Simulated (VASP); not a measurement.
Here is a VASP 6.6.1 calculation.

INCAR

```
SYSTEM = Pb
PREC = Accurate
ENCUT = 600
EDIFF = 1E-7
ISMEAR = 0
SIGMA = 0.1
LREAL = .FALSE.
LASPH = .TRUE.
NELM = 80
ALGO = Normal
ISIF = 3
LWAVE = .FALSE.
LCHARG = .FALSE.
GGA = PE
IVDW = 12
IBRION = 2
NSW = 90
EDIFFG = -0.005
```

The input KPOINTS:

```
regular mesh
0
G
  14 14 14
  0 0 0
```

Contents of POSCAR:

```
Pb
1.0
    0.0000000000      2.4750200000      2.4750200000
    2.4750200000      0.0000000000      2.4750200000
    2.4750200000      2.4750200000      0.0000000000
Pb
1
Direct
    0.0000000000      0.0000000000      0.0000000000
```

Potentials or basis: VASP PAW PBE potentials, release 64 (Pb_d).

Command:

```bash
$ cat potpaw_PBE.64/Pb_d/POTCAR > POTCAR
$ mpirun -np 1 vasp_std > vasp.out
```

Task: What does it give for the band gap on the k mesh?

Result: None (metal or under the smearing width).

Task: What does it give for the relaxed cell?

Result: a = 3.506 Å, b = 3.506 Å, c = 3.506 Å, α = 60.00°, β = 60.00°, γ = 60.00°.

Final structure:
```
CELL_PARAMETERS angstrom
0.00000 2.47927 2.47927
2.47927 0.00000 2.47927
2.47927 2.47927 0.00000
ATOMIC_POSITIONS crystal
Pb 0.00000 0.00000 0.00000
```

 The run has no spin-orbit coupling, so splittings on Pb are missing.
